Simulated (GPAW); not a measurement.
# BN (F-43m) in GPAW: further runs, part 2 of 2

GPAW 26.7.0. Earlier steps stand in the parts before.

## 3. Equation of state, PBE

The input, run.py:

```python
import spglib
from ase import Atoms
from ase.eos import EquationOfState
from ase.io import Trajectory, read
from ase.units import GPa
from gpaw import GPAW, PW, setup_paths

setup_paths.insert(0, '.')

atoms = read('BN.cif')
cell, positions, numbers = spglib.find_primitive(
    (atoms.cell[:], atoms.get_scaled_positions(), atoms.numbers), symprec=1e-4)
atoms = Atoms(numbers, cell=cell, scaled_positions=positions, pbc=True)

traj = Trajectory('eos.traj', 'w')
volumes, energies = [], []
for x in [0.94, 0.96, 0.98, 1.0, 1.02, 1.04, 1.06]:
    a = atoms.copy()
    a.set_cell(atoms.cell * x**(1 / 3), scale_atoms=True)
    calc = GPAW(mode=PW(800),
                xc='PBE',
                kpts={'size': (10, 10, 10), 'gamma': True},
                occupations={'name': 'fermi-dirac', 'width': 0.05},
                nbands=11,
                convergence={'density': 1e-05, 'energy': 1e-05},
                maxiter=150,
                txt=f'eos-{x:.2f}.txt')
    a.calc = calc
    energies.append(a.get_potential_energy(force_consistent=True))
    volumes.append(a.get_volume())
    p = -a.get_stress()[:3].mean() / GPa
    calc.write(f'eos-{x:.2f}.gpw')
    traj.write(a)
    print(f'{x:.2f} {volumes[-1]:10.4f} A^3 {energies[-1]:14.6f} eV {p:9.3f} GPa', flush=True)

v0, e0, B = EquationOfState(volumes, energies, eos='birchmurnaghan').fit()
print(f'V0 = {v0:.4f} A^3, E0 = {e0:.6f} eV, B0 = {B / GPa:.2f} GPa')
```

The input, BN.cif:

```cif
data_BN
_cell_length_a 3.62600200
_cell_length_b 3.62600200
_cell_length_c 3.62600200
_cell_angle_alpha 90.00000000
_cell_angle_beta 90.00000000
_cell_angle_gamma 90.00000000
_space_group_name_H-M_alt 'F-43m'
_space_group_name_Hall 'F -4 2 3'
_space_group_IT_number 216
loop_
_space_group_symop_operation_xyz
'x,y,z'
'y,-x,-z'
'-x,-y,z'
'-y,x,-z'
'x,-y,-z'
'y,x,z'
'-x,y,-z'
'-y,-x,z'
'z,x,y'
'-z,y,-x'
'z,-x,-y'
'-z,-y,x'
'-z,x,-y'
'z,y,x'
'-z,-x,y'
'z,-y,-x'
'y,z,x'
'-x,-z,y'
'-y,z,-x'
'x,-z,-y'
'-y,-z,x'
'x,z,y'
'y,-z,-x'
'-x,z,-y'
'x,y+1/2,z+1/2'
'y,-x+1/2,-z+1/2'
'-x,-y+1/2,z+1/2'
'-y,x+1/2,-z+1/2'
'x,-y+1/2,-z+1/2'
'y,x+1/2,z+1/2'
'-x,y+1/2,-z+1/2'
'-y,-x+1/2,z+1/2'
'z,x+1/2,y+1/2'
'-z,y+1/2,-x+1/2'
'z,-x+1/2,-y+1/2'
'-z,-y+1/2,x+1/2'
'-z,x+1/2,-y+1/2'
'z,y+1/2,x+1/2'
'-z,-x+1/2,y+1/2'
'z,-y+1/2,-x+1/2'
'y,z+1/2,x+1/2'
'-x,-z+1/2,y+1/2'
'-y,z+1/2,-x+1/2'
'x,-z+1/2,-y+1/2'
'-y,-z+1/2,x+1/2'
'x,z+1/2,y+1/2'
'y,-z+1/2,-x+1/2'
'-x,z+1/2,-y+1/2'
'x+1/2,y,z+1/2'
'y+1/2,-x,-z+1/2'
'-x+1/2,-y,z+1/2'
'-y+1/2,x,-z+1/2'
'x+1/2,-y,-z+1/2'
'y+1/2,x,z+1/2'
'-x+1/2,y,-z+1/2'
'-y+1/2,-x,z+1/2'
'z+1/2,x,y+1/2'
'-z+1/2,y,-x+1/2'
'z+1/2,-x,-y+1/2'
'-z+1/2,-y,x+1/2'
'-z+1/2,x,-y+1/2'
'z+1/2,y,x+1/2'
'-z+1/2,-x,y+1/2'
'z+1/2,-y,-x+1/2'
'y+1/2,z,x+1/2'
'-x+1/2,-z,y+1/2'
'-y+1/2,z,-x+1/2'
'x+1/2,-z,-y+1/2'
'-y+1/2,-z,x+1/2'
'x+1/2,z,y+1/2'
'y+1/2,-z,-x+1/2'
'-x+1/2,z,-y+1/2'
'x+1/2,y+1/2,z'
'y+1/2,-x+1/2,-z'
'-x+1/2,-y+1/2,z'
'-y+1/2,x+1/2,-z'
'x+1/2,-y+1/2,-z'
'y+1/2,x+1/2,z'
'-x+1/2,y+1/2,-z'
'-y+1/2,-x+1/2,z'
'z+1/2,x+1/2,y'
'-z+1/2,y+1/2,-x'
'z+1/2,-x+1/2,-y'
'-z+1/2,-y+1/2,x'
'-z+1/2,x+1/2,-y'
'z+1/2,y+1/2,x'
'-z+1/2,-x+1/2,y'
'z+1/2,-y+1/2,-x'
'y+1/2,z+1/2,x'
'-x+1/2,-z+1/2,y'
'-y+1/2,z+1/2,-x'
'x+1/2,-z+1/2,-y'
'-y+1/2,-z+1/2,x'
'x+1/2,z+1/2,y'
'y+1/2,-z+1/2,-x'
'-x+1/2,z+1/2,-y'
loop_
_atom_site_label
_atom_site_type_symbol
_atom_site_symmetry_multiplicity
_atom_site_Wyckoff_symbol
_atom_site_fract_x
_atom_site_fract_y
_atom_site_fract_z
_atom_site_occupancy
N1 N 4 d 0.2500000000 0.2500000000 0.7500000000 1
B1 B 4 a 0.0000000000 0.0000000000 0.0000000000 1
```

Potentials or basis: PAW data sets generated in the run's folder for this functional, pw.

Command:

```sh
gpaw-setup -f PBE B N
OMP_NUM_THREADS=1 python run.py
```

Output:

```text
__  _  _
 | _ |_)|_||  |
 |__||  | ||/\| - 26.7.0

Input parameters:
  mode=PW(ecut=800.0),
  convergence={'density': 1e-05, 'energy': 1e-05},
  kpts=MonkhorstPack(size=(10, 10, 10), gamma=True),
  maxiter=150,
  nbands=11,
  occupations=Occupations(name='fermi-dirac', width=0.05),
  xc=XC(name='PBE')

Diagonalizing LCAO Hamiltonian
Converting LCAO to pw mode

               N

       B

Atoms  # Å, Bohr magnetons
|   | symbol |        x |        y |        z |    initial magnetic moments |
|---|--------|----------|----------|----------|-----------------------------|
| 0 |      N | 2.663986 | 2.663986 | 2.663986 | ( 0.0000,  0.0000,  0.0000) |
| 1 |      B | 0.000000 | 0.000000 | 0.000000 | ( 0.0000,  0.0000,  0.0000) |

Unit cell  # Å
| periodic |        x |        y |        z |  lengths |    angles |
|----------|----------|----------|----------|----------|-----------|
|      yes | 0.000000 | 1.775991 | 1.775991 | 2.511630 | 60.000000 |
|      yes | 1.775991 | 0.000000 | 1.775991 | 2.511630 | 60.000000 |
|      yes | 1.775991 | 1.775991 | 0.000000 | 2.511630 | 60.000000 |

Number of symmetries: 24
Symmetry operations  # r_c * U_cc + t_c -> r_c
|    | kind |            matrix            |
|----|------|------------------------------|
|  0 |  E   |  1, 0, 0,  0, 1, 0,  0, 0, 1 |
|  1 |  σ   |  1, 0, 0,  0, 0, 1,  0, 1, 0 |
|  2 |  σ   |  1, 0,-1,  0, 1,-1,  0, 0,-1 |
|  3 |  C3  |  1, 0,-1,  0, 0,-1,  0, 1,-1 |
|  4 |  C3  |  1,-1, 0,  0,-1, 1,  0,-1, 0 |
|  5 |  σ   |  1,-1, 0,  0,-1, 0,  0,-1, 1 |
|  6 |  σ   |  0, 1, 0,  1, 0, 0,  0, 0, 1 |
|  7 |  C3  |  0, 1, 0,  0, 0, 1,  1, 0, 0 |
|  8 |  C2  |  0, 1,-1,  1, 0,-1,  0, 0,-1 |
[... 130 lines left out ...]
occupation numbers:
  Fermi-Dirac:
    width: 0.0500  # eV

poisson solver:
  ecut: 6400.0  # eV

xc functional:
  name: PBE with 2 nearest neighbor stencil

convergence criteria:
[... 6 lines left out ...]
|iter     | |      energy | eigst |  dens |
|---------|-|-------------|-------|-------|
|iter:   1| |  -18.359958 | +0.12 |       |
|iter:   2| |  -18.176300 | -2.09 | -0.73 |
|iter:   3| |  -17.459798 | -1.34 | -0.77 |
|iter:   4| |  -17.450056 | -2.81 | -1.38 |
|iter:   5| |  -17.449875 | -3.46 | -1.84 |
|iter:   6| |  -17.449955 | -5.30 | -2.57 |
|iter:   7| |  -17.449955 | -7.06 | -3.58 |
|iter:   8| |  -17.449955c| -8.75c| -4.35 |
|iter:   9| |  -17.449955c| -8.80c| -5.41c|

Converged in 9 steps
Energy contributions relative to reference atoms: (reference = -2151.211229)

Energy contributions:
  Kinetic:          21.344189
  Coulomb:         -19.378148
  Zero:              0.098662
  External:          0.000000
  Xc:              -19.514657
  Entropy:           0.000000
  Spinorbit:         0.000000
  ----------------------------
  Free energy:     -17.449955
  Extrapolated:    -17.449955

dipole moment: (-3.699356, -3.699356, -3.699356)  # |e|*Ang

Fermi level: 13.186
Eigenvalues  # (at kpt = [0.000, 0.000, 0.000])
| band index |      eig [eV] | occ [0-2] |
|------------|---------------|-----------|
|          0 |        -9.945 |     2.000 |
|          1 |        10.893 |     2.000 |
|          2 |        10.893 |     2.000 |
|          3 |        10.893 |     2.000 |
|          4 |        19.978 |     0.000 |
|          5 |        19.978 |     0.000 |
|          6 |        19.978 |     0.000 |
|          7 |        22.131 |     0.000 |
|          8 |        36.660 |     0.000 |
|          9 |        39.438 |     0.000 |
|         10 |        39.506 |     0.000 |

Gap: 4.526 eV
Transition (v -> c):
  (s=0, k=0, n=3, [0.00, 0.00, 0.00]) -> (s=0, k=41, n=4, [0.50, 0.50, 0.00])
Direct/indirect transitions are different
Direct gap: 9.085 eV
Transition at: (s=0, k=0, n=3, [0.00, 0.00, 0.00])

Stress tensor  # eV/Ang^3
|         x |         y |         z |
|-----------|-----------|-----------|
| -0.150320 | -0.000000 | -0.000000 |
| -0.000000 | -0.150320 |  0.000000 |
| -0.000000 |  0.000000 | -0.150320 |

# Writing to eos-0.94.gpw (mode='')
```

stdout:

```text
0.94    11.2035 A^3     -17.449955 eV    24.084 GPa
0.96    11.4418 A^3     -17.480849 eV    14.707 GPa
0.98    11.6802 A^3     -17.498399 eV     6.174 GPa
1.00    11.9186 A^3     -17.503574 eV    -1.601 GPa
1.02    12.1569 A^3     -17.498001 eV    -8.657 GPa
1.04    12.3953 A^3     -17.482147 eV   -15.097 GPa
1.06    12.6337 A^3     -17.457288 eV   -20.943 GPa
V0 = 11.9103 A^3, E0 = -17.503671 eV, B0 = 371.99 GPa
```

eos-0.98.txt:

```text
SCF iterations
|iter     | |      energy | eigst |  dens |
|---------|-|-------------|-------|-------|
|iter:   1| |  -18.349789 | +0.10 |       |
|iter:   2| |  -18.173141 | -2.09 | -0.74 |
|iter:   3| |  -17.506710 | -1.37 | -0.78 |
|iter:   4| |  -17.498576 | -2.87 | -1.38 |
|iter:   5| |  -17.498329 | -3.46 | -1.83 |
[... 40 lines left out ...]
  (s=0, k=0, n=3, [0.00, 0.00, 0.00]) -> (s=0, k=41, n=4, [0.50, 0.50, 0.00])
Direct/indirect transitions are different
Direct gap: 8.884 eV
Transition at: (s=0, k=0, n=3, [0.00, 0.00, 0.00])

Stress tensor  # eV/Ang^3
|         x |         y |         z |
|-----------|-----------|-----------|
| -0.038534 | -0.000000 |  0.000000 |
| -0.000000 | -0.038534 |  0.000000 |
|  0.000000 |  0.000000 | -0.038534 |

# Writing to eos-0.98.gpw (mode='')
```

It took 64 s on 1 thread of Arm Neoverse V1, shared host; peak memory 0.17 GiB.

Results:

```yaml
Equilibrium_volume: 5.96 Å³/atom
Bulk_modulus: 372 GPa
Pressure_derivative_of_the_bulk_modulus: 3.8
```

Energy against volume, from the lowest point:
```
volume (Å³/atom)  energy (meV/atom)
           5.602              26.81
           5.721              11.36
           5.840               2.59
           5.959               0.00
           6.078               2.79
           6.198              10.71
           6.317              23.14
```

## 4. Equation of state, RPBE+D3(BJ)

The input, run.py:

```python
from ase.calculators.mixing import SumCalculator
from ase.eos import EquationOfState
from ase.io import Trajectory, read
from ase.units import GPa
from dftd3.ase import DFTD3
from gpaw import GPAW, PW

atoms = read('BN.cif')

traj = Trajectory('eos.traj', 'w')
volumes, energies = [], []
for x in [0.94, 0.96, 0.98, 1.0, 1.02, 1.04, 1.06]:
    a = atoms.copy()
    a.set_cell(atoms.cell * x**(1 / 3), scale_atoms=True)
    calc = GPAW(mode=PW(800),
                xc='RPBE',
                kpts={'size': (10, 10, 10), 'gamma': True},
                occupations={'name': 'fermi-dirac', 'width': 0.05},
                nbands=11,
                convergence={'density': 1e-05, 'energy': 1e-05},
                maxiter=150,
                txt=f'eos-{x:.2f}.txt')
    a.calc = SumCalculator([calc, DFTD3(method='rpbe', damping='d3bj')])
    energies.append(a.get_potential_energy())
    volumes.append(a.get_volume())
    p = -a.get_stress()[:3].mean() / GPa
    calc.write(f'eos-{x:.2f}.gpw')
    traj.write(a)
    print(f'{x:.2f} {volumes[-1]:10.4f} A^3 {energies[-1]:14.6f} eV {p:9.3f} GPa', flush=True)

v0, e0, B = EquationOfState(volumes, energies, eos='birchmurnaghan').fit()
print(f'V0 = {v0:.4f} A^3, E0 = {e0:.6f} eV, B0 = {B / GPa:.2f} GPa')
```

The input, BN.cif:

```cif
data_BN
_cell_length_a 2.56397060
_cell_length_b 2.56397060
_cell_length_c 2.56397060
_cell_angle_alpha 60.00000000
_cell_angle_beta 60.00000000
_cell_angle_gamma 60.00000000
_space_group_name_H-M_alt 'P1'
_space_group_name_Hall 'P 1'
_space_group_IT_number 1
loop_
_space_group_symop_operation_xyz
'x,y,z'
loop_
_atom_site_label
_atom_site_type_symbol
_atom_site_symmetry_multiplicity
_atom_site_Wyckoff_symbol
_atom_site_fract_x
_atom_site_fract_y
_atom_site_fract_z
_atom_site_occupancy
N1 N 1 a 0.2500000000 0.2500000000 0.2500000000 1
B1 B 1 a 0.0000000000 0.0000000000 0.0000000000 1
```

Potentials or basis: the program's PAW data sets (release 1.2.1) made for this functional, pw.

Command:

```sh
OMP_NUM_THREADS=1 python run.py
```

Run time: 64 s. Hardware: 1 thread of Arm Neoverse V1, shared host; peak memory 0.18 GiB.

The run converged. Its results:

```
Equilibrium volume                      : 5.73 Å³/atom
Bulk modulus                            : 397 GPa
Pressure derivative of the bulk modulus : 3.9
```

Energy against volume, from the lowest point:
| volume (Å³/atom) | energy (meV/atom) |
| --- | --- |
| 5.602 | 3.93 |
| 5.721 | 0.00 |
| 5.840 | 2.26 |
| 5.959 | 10.25 |
| 6.078 | 23.18 |
| 6.198 | 40.83 |
| 6.317 | 62.59 |

## 5. Overview

| task | level | potentials or basis | V0 of scaled cells (Å³/atom) | B0 (GPa) |
| --- | --- | --- | --- | --- |
| single point | TB-mBJ | GPAW PAW data sets for LDA (gpaw-data 1.2.1), pw | - | - |
| equation of state | PBE | PAW data sets generated in the run's folder for this functional, pw | 5.96 | 372 |
| equation of state | RPBE+D3(BJ) | the program's PAW data sets (release 1.2.1) made for this functional, pw | 5.73 | 397 |

Alike in all rows: no spin polarisation; cell as given; k mesh 10 × 10 × 10; cutoff (eV) 800; smearing fermi-dirac 0.05 eV.

Caveats: a model potential gives levels but no total energy (some runs); the PAW data sets were made with another functional, which shifts forces and pressure a little (some runs).

Total energies depend on the potentials used, so only differences within one code and one set of settings carry meaning.

## 6. How close it comes

Step 2. Against the measured gap of BN, 6.4 eV (indirect; 300 K; a printed reference work, monograph), the calculated 5.83 eV is off by -0.57 eV. The value is that of TB-mBJ on a finite k mesh, which can miss the band edges, without temperature or zero-point motion. The cell is a database's relaxed one, not the measured one, which moves gaps too.

Step 3. Measured bulk modulus of BN: 395 GPa (300 K; quoted in “Effect of nanostructuration on compressibility of cubic BN”, 2012, arxiv:1208.3664). This calculation gives 372 GPa (-5.8 %). The fit is for a static lattice scaled at fixed shape and fixed fractional positions.

Step 4. Against the measured bulk modulus of BN, 395 GPa (300 K; quoted in “Effect of nanostructuration on compressibility of cubic BN”, 2012, arxiv:1208.3664), the calculated 397 GPa is off by +0.6 %. The fit is for a static lattice scaled at fixed shape and fixed fractional positions.
